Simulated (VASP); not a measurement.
Crystal: As.

```
As
1.0
    -1.43781    1.43781    1.43781
     1.43781   -1.43781    1.43781
     1.43781    1.43781   -1.43781
As
1
Direct
  0.00000 0.00000 0.00000
```

This isn't the form of As at room conditions, which is rhombohedral.

The cell isn't the ideal one: cell and atoms relaxed from a first guess.

```yaml
Program: VASP 6.6.1
Task: relaxation of cell and atoms
Functional: PBE
Potentials_or_basis: VASP PAW PBE potentials, release 64 (As)
Cutoff: 600 eV
k_mesh: 16 × 16 × 16
Occupations: fermi-dirac, width 0.05 eV
Spin: no spin polarisation
```

At the start: pressure 108.0 GPa; volume 11.89 Å³/atom.

Problem. Where does the relaxation end?

Solution. Over 5 steps the energy falls by 1585.8 meV/atom and the volume is 19.12 Å³/atom (+60.8 %); space group Im-3m (No. 229, to 0.05 Å).

The path:
```
step  energy change (eV)  largest force (eV/Å)  pressure (GPa)  volume (Å³)
   1              0.0000                0.0000          108.00        11.89
   2             -0.7365                0.0000          -13.54        31.70
   3             -1.5836                0.0000           -1.68        19.54
   4             -1.5853                0.0000           -0.81        19.31
   5             -1.5858                0.0000            0.00        19.12
```

Final structure:
```cif
data_structure
_symmetry_space_group_name_H-M 'P 1'
_symmetry_Int_Tables_number 1
_cell_length_a 2.9175
_cell_length_b 2.9175
_cell_length_c 2.9175
_cell_angle_alpha 109.471
_cell_angle_beta 109.471
_cell_angle_gamma 109.471
_cell_volume 19.12
loop_
_atom_site_label
_atom_site_type_symbol
_atom_site_fract_x
_atom_site_fract_y
_atom_site_fract_z
_atom_site_occupancy
As1 As 0.00000 0.00000 0.00000 1
```

Caveat: the volume moved by over 15 % at a fixed basis, so the end points are rough.
